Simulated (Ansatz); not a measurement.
# InAs (F-43m) in Ansatz: convergence with dr2 threshold

Aim: find how far dr2 threshold must go before the results for InAs settle, at PBE. This setting moves, with any that are tied to it; all else stays.

Everything below comes from runs of Ansatz 0.2.0. Logs are shortened: lines on timing, memory, paths and dates and some standing lists are left out, and cuts for length are marked.

## (1) The structure

Symmetry: F-43m, No. 216, cubic system. Conventional cell: a = 6.036 Å, b = 6.036 Å, c = 6.036 Å, α = 90.00°, β = 90.00°, γ = 90.00°. Around In (site symmetry -43m) lie 4 As at 2.61 Å. Around As (site symmetry -43m) lie 4 In at 2.61 Å.

## (2) With dr2 threshold 0.001

Contents of input.yaml:

```yaml
crystal:
  lattice:
    - [0.0, 3.018, 3.018]
    - [3.018, 0.0, 3.018]
    - [3.018, 3.018, 0.0]
  atoms:
    - { symbol: In, position: [0.0, 0.0, 0.0] }
    - { symbol: As, position: [0.75, 0.75, 0.75] }
kpoints:
  mp_grid: { grid: [8, 8, 8] }
scf:
  occupations: { method: fermi_dirac, width: 0.05 }
  convergence: { dr2_threshold: 0.001 }
hamiltonian:
  xc: pbe
  pseudopotentials: { kind: all_electron, lapw: { basis_error: 0.001 } }
output:
  forces: true
  stress: true
  eigenvalues: true
```

Potentials or basis: all-electron LAPW, scalar-relativistic.

Started as:

```sh
> ansatz run input.yaml --threads 1 --pin off --max-ram 3072MiB --backend cpu --events-out ev --progress --plain --runs-dir out
```

The log of the run:

```text
Warning: scf.convergence.dr2_threshold = 1e-3 eV is looser than this run's default, which is 1e-7 eV or tighter. The error in the forces grows as the threshold's square root, so leave the key out unless less accurate forces are enough
Warning: output.stress: scf.convergence.dr2_threshold = 1e-3 eV is looser than the 1e-7 eV advised for a printed stress on datasets or a basis made for the crystal, by an estimate of what a threshold leaves in their stress. Set scf.convergence.dr2_threshold to 1e-7 eV or tighter
Warning: RAYON_NUM_THREADS=1 ignored (pool sized by the plan → 1); use --threads N
LAPW: plane waves up to 8.619 Å⁻¹, error target 1.0e-3 eV per atom; small_component_spin mean_spin; As in spheres of 1.266 Å, 23 of its electrons in bands, Dirac shells []; In in spheres of 1.348 Å, 21 of its electrons in bands, Dirac shells [] (how accurate: hamiltonian.pseudopotentials.lapw.basis_error, Limitations)
Engine: ansatz 0.2.0, x86_64-unknown-linux-gnu
Pseudopotentials: kind: all_electron
Pseudopotential: In, LAPW, valence charge 21, lapw/all_electron/scalar/gaussian/In, Koelling and Harmon's equation, gaussian nucleus
Pseudopotential: As, LAPW, valence charge 23, lapw/all_electron/scalar/gaussian/As, Koelling and Harmon's equation, gaussian nucleus
Functional definition: PBE
  parameter kappa = 0.804
  parameter beta = 0.06672455060314922
  exchange = pbe_x(kappa = kappa, mu = beta*pi^2/3)
  correlation = pbe_c(beta = beta)
Crystal: 2 atoms, lattice volume = 54.978 Å³
Basis set: ecut = 283.0201242697865 eV, 609 PW (Γ), exchange–correlation at level 2
Bands: 27, of which v1, the nominal top of the filled ones, is band 22 counted from 1 (21 counted from 0)
Symmetry: 24 space group operations
Space group: F-43m (ITA 216), of the structure as read, at distance tolerance 3.8e-5 Å
k-points: 29 of 512 (time reversal used)
Non-local potential: In, projectors of the file, none
Non-local potential: As, projectors of the file, none
Initial density: superposition of atomic densities (chi_scale 0.1, normalization cell, long waves kept (reshape's long-wave potential 0.00 eV rms))
Initial wavefunctions: plane waves of lowest kinetic energy (no species holds an atomic orbital)
Functional: x = pbe(κ = 0.804, μ = 0.2195149727645171), c = pbe(β = 0.06672455060314922)
iter 1 solved again at ethr=2.00e-3 eV; its pass at ethr=1.00e-1 eV (dr2=8.82e-1 eV) is discarded
SCF iter   1: F=—  HF=-221570.600926 eV  |F-HF|=—  |Δ(HF+E_count)|=         —  Δρ=2.93e-2  dr2=8.83e-1  ethr=2.00e-3  ⟨swp⟩=2.0  Hψ=4983  notcnv=0
preconditioner: auto → none  [insulator: Δε(μ)=0.159 eV  Ē_g=15.129 eV  σ=0.050 eV  W_gap=0.60  n_scr=14 (ndim 8)  ℏωp=21.2 eV  f_vac=0.128  D(μ)=0.04/eV (n_scr^D=0)  ε∞_Penn≈3.0]
iter 2 solved again at ethr=9.79e-5 eV; its pass at ethr=2.00e-3 eV (dr2=4.31e-2 eV) is discarded
SCF iter   2: F=—  HF=-221570.345057 eV  |F-HF|=—  |Δ(HF+E_count)|=   2.56e-1  Δρ=9.20e-3  dr2=4.31e-2  ethr=9.79e-5  ⟨swp⟩=2.0  Hψ=3989  notcnv=0
SCF iter   3: F=—  HF=-221570.329540 eV  |F-HF|=—  |Δ(HF+E_count)|=         —  Δρ=4.66e-3  dr2=1.27e-2  ethr=9.79e-5  ⟨swp⟩=2.0  Hψ=2329  notcnv=0
the basis was enlarged: its passes take 153.8 KiB over the memory plan, 1 of 1 planned eigensolver slots
SCF iter   4: F=—  HF=-221570.329659 eV  |F-HF|=—  |Δ(HF+E_count)|=   1.20e-4  Δρ=1.68e-3  dr2=1.78e-3  ethr=2.89e-5  ⟨swp⟩=2.0  Hψ=2192  notcnv=0
SCF iter   5: F=-221570.329632 eV  HF=-221570.329609 eV  |F-HF|=2.30e-5  |Δ(HF+E_count)|=   5.03e-5  Δρ=3.00e-4  dr2=6.41e-5  ethr=4.05e-6  ⟨swp⟩=2.0  Hψ=2203  notcnv=0
SCF 1 converged in 5 iterations: F = -221570.329632 eV  dr2 = 6.41e-5
SCF converged after 5 iterations
Free energy (F): -221570.329632 eV
Harris-Foulkes:  -221570.329609 eV  (|F-HF|=2.30e-5)
Internal energy: -221570.329083 eV  (E = F + TS)
E sigma→0 (E₀):  -221570.329358 eV
Entropy (-TS):   -0.000549 eV (-0.274 meV/atom)
Fermi energy:    9.788070 eV
--- Per-component energies (eV) ---
  E_band       = -1912.618674
  E_kinetic    = 230888.425227
  E_xc         = -6636.123273
  E_electrostatic = -445822.631037  (all electrons and nuclei)
  E_smearing   = -0.000549  (= −TS)
  E_closure    = 0.000000  (closes the sum)
  E_atoms      = -221562.685075  (free atoms, spherical and without spin; not in F)
  Σ components = -221570.329632   (vs F -221570.329632, Δ=0.00e0)
  Basis errors (estimates in eV, not in F): energy 4.4e-4 per atom: plane waves 4.0e-4 (2.4e-4 summed), levels above the bands 2.3e-75, relativity 5.6e-8, radial functions 4.1e-5, core shells 4.0e-7; eigenvalues (radial functions only) 1.2e-6; not estimated: angular momenta, meshes, grids; target (lapw.basis_error) 1.0e-3; muffin-tin radii As 1.266 Å, In 1.348 Å
--- Forces (eV/Å), atoms counted from 1 ---
  atom   1  In     0.00000000    -0.00000000     0.00000000
  atom   2  As    -0.00000000     0.00000000    -0.00000000
  max |Σ_I F_I| component: 3.70e-17 eV/Å
--- Stress (GPa, compression-positive) ---
        4.295834      -0.000000      -0.000000
       -0.000000       4.295834       0.000000
       -0.000000       0.000000       4.295834
  P = ⅓ Tr σ = 4.2958 GPa (42.958 kbar)
--- Band table (eV; the first three rows and the last of 29) ---
  k-point 0: bands = ["-174.8241", "-118.1960", "-118.1960", "-118.1960", "-105.4709", "-63.9561", "-63.9561", "-63.9561", "-25.2421", "-25.2421", "-25.2421", "-25.2342", "-25.2342", "-4.6648", "-4.6648", "-4.6648", "-4.5369", "-4.5369", "-2.1586", "9.5692", "9.7397", "9.7397", "9.7397", "13.6630", "13.6630", "13.6630", "17.2730"]
  k-point 1: bands = ["-174.8241", "-118.1960", "-118.1960", "-118.1960", "-105.4709", "-63.9561", "-63.9561", "-63.9561", "-25.2421", "-25.2420", "-25.2420", "-25.2341", "-25.2341", "-4.6855", "-4.6588", "-4.6588", "-4.5370", "-4.5370", "-1.9956", "7.8604", "9.5465", "9.5465", "10.8598", "13.8160", "13.9448", "13.9448", "18.1076"]
  k-point 2: bands = ["-174.8241", "-118.1960", "-118.1960", "-118.1960", "-105.4709", "-63.9562", "-63.9561", "-63.9561", "-25.2421", "-25.2419", "-25.2419", "-25.2341", "-25.2341", "-4.7319", "-4.6459", "-4.6459", "-4.5358", "-4.5358", "-1.5494", "6.0374", "9.1659", "9.1659", "11.0031", "14.3797", "14.3797", "14.9197", "18.1188"]
  k-point 28: bands = ["-174.8241", "-118.1960", "-118.1960", "-118.1960", "-105.4709", "-63.9562", "-63.9562", "-63.9561", "-25.2420", "-25.2420", "-25.2415", "-25.2341", "-25.2338", "-4.8276", "-4.6135", "-4.5892", "-4.5526", "-4.5288", "-0.0766", "4.0323", "6.7712", "6.8534", "13.9794", "14.0357", "14.7636", "15.8324", "19.6105"]
```

Run time: 27 s. Hardware: 1 thread of Intel Xeon at 2.50GHz (Skylake/Cascade Lake), shared host; peak memory 0.32 GiB.

Results:

- Free energy: -221570.3296 eV
- Pressure: 4.3 GPa
- Band gap on the k mesh: none (metal or under the smearing width)

## (3) With dr2 threshold 0.0001

input.yaml: that of step 2 with these lines changed.

```diff
@@ -12,3 +12,3 @@
   occupations: { method: fermi_dirac, width: 0.05 }
-  convergence: { dr2_threshold: 0.001 }
+  convergence: { dr2_threshold: 0.0001 }
 hamiltonian:
```

Potentials or basis: all-electron LAPW, scalar-relativistic.

Started as:

```sh
> ansatz run input.yaml --threads 1 --pin off --max-ram 3072MiB --backend cpu --events-out ev --progress --plain --runs-dir out
```

Wall time 26 s (1 thread of Intel Xeon at 2.50GHz (Skylake/Cascade Lake), shared host); peak memory 0.32 GiB.

Results:

- Free energy: -221570.3296 eV
- Pressure: 4.3 GPa
- Band gap on the k mesh: none (metal or under the smearing width)

## (4) With dr2 threshold 1e-05

input.yaml: that of step 3 with these lines changed.

```diff
@@ -12,3 +12,3 @@
   occupations: { method: fermi_dirac, width: 0.05 }
-  convergence: { dr2_threshold: 0.0001 }
+  convergence: { dr2_threshold: 1.0e-05 }
 hamiltonian:
```

Started as:

```sh
> ansatz run input.yaml --threads 1 --pin off --max-ram 3072MiB --backend cpu --events-out ev --progress --plain --runs-dir out
```

Wall time 26 s (1 thread of Intel Xeon at 2.50GHz (Skylake/Cascade Lake), shared host); peak memory 0.32 GiB.

What came out:

```yaml
Free_energy: -221570.3296 eV
Pressure: 4.3 GPa
Band_gap_on_the_k_mesh: none (metal or under the smearing width)
```

## (5) With dr2 threshold 1e-06

input.yaml: that of step 4 with these lines changed.

```diff
@@ -12,3 +12,3 @@
   occupations: { method: fermi_dirac, width: 0.05 }
-  convergence: { dr2_threshold: 1.0e-05 }
+  convergence: { dr2_threshold: 1.0e-06 }
 hamiltonian:
```

Started as:

```sh
> ansatz run input.yaml --threads 1 --pin off --max-ram 3072MiB --backend cpu --events-out ev --progress --plain --runs-dir out
```

It took 29 s on 1 thread of Intel Xeon at 2.50GHz (Skylake/Cascade Lake), shared host; peak memory 0.32 GiB.

Results:

```
Free energy            : -221570.3296 eV
Pressure               : 4.3 GPa
Band gap on the k mesh : none (metal or under the smearing width)
```

## (6) With dr2 threshold 1e-07

input.yaml: that of step 5 with these lines changed.

```diff
@@ -12,3 +12,3 @@
   occupations: { method: fermi_dirac, width: 0.05 }
-  convergence: { dr2_threshold: 1.0e-06 }
+  convergence: { dr2_threshold: 1.0e-07 }
 hamiltonian:
```

Potentials or basis: all-electron LAPW, scalar-relativistic.

Started as:

```sh
> ansatz run input.yaml --threads 1 --pin off --max-ram 3072MiB --backend cpu --events-out ev --progress --plain --runs-dir out
```

Run time: 30 s. Hardware: 1 thread of Intel Xeon at 2.50GHz (Skylake/Cascade Lake), shared host; peak memory 0.32 GiB.

Results:

| Quantity | Value |
| --- | --- |
| Free energy | -221570.3296 eV |
| Pressure | 4.3 GPa |
| Band gap on the k mesh | none (metal or under the smearing width) |

## (7) With dr2 threshold 1e-08

input.yaml: that of step 6 with these lines changed.

```diff
@@ -12,3 +12,3 @@
   occupations: { method: fermi_dirac, width: 0.05 }
-  convergence: { dr2_threshold: 1.0e-07 }
+  convergence: { dr2_threshold: 1.0e-08 }
 hamiltonian:
```

Started as:

```sh
> ansatz run input.yaml --threads 1 --pin off --max-ram 3072MiB --backend cpu --events-out ev --progress --plain --runs-dir out
```

Run time: 33 s. Hardware: 1 thread of Intel Xeon at 2.50GHz (Skylake/Cascade Lake), shared host; peak memory 0.33 GiB.

It converged, with:

* Free energy: -221570.3296 eV
* Pressure: 4.3 GPa
* Band gap on the k mesh: none (metal or under the smearing width)

## (8) With dr2 threshold 1e-10

input.yaml: that of step 7 with these lines changed.

```diff
@@ -12,3 +12,3 @@
   occupations: { method: fermi_dirac, width: 0.05 }
-  convergence: { dr2_threshold: 1.0e-08 }
+  convergence: { dr2_threshold: 1.0e-10 }
 hamiltonian:
```

Started as:

```sh
> ansatz run input.yaml --threads 1 --pin off --max-ram 3072MiB --backend cpu --events-out ev --progress --plain --runs-dir out
```

Wall time 35 s (1 thread of Intel Xeon at 2.50GHz (Skylake/Cascade Lake), shared host); peak memory 0.33 GiB.

It converged, with:

| Quantity | Value |
| --- | --- |
| Free energy | -221570.3296 eV |
| Pressure | 4.3 GPa |
| Band gap on the k mesh | none (metal or under the smearing width) |

## (9) Summary

```
dr2 threshold  energy less the tightest run, at zero smearing (meV/atom)  SCF cycles  CPU time (s)  peak memory (GiB)
        0.001                                                       0.01           5            26               0.32
       0.0001                                                       0.01           5            25               0.32
        1e-05                                                       0.00           6            26               0.32
        1e-06                                                       0.00           7            29               0.32
        1e-07                                                       0.00           7            29               0.32
        1e-08                                                       0.00           8            32               0.33
        1e-10                                                       0.00           9            33               0.33
```

Against the tightest run, the energy stays within 1 meV/atom from 0.001 on. The tightest run that finished is the yardstick and may itself not be fully converged.
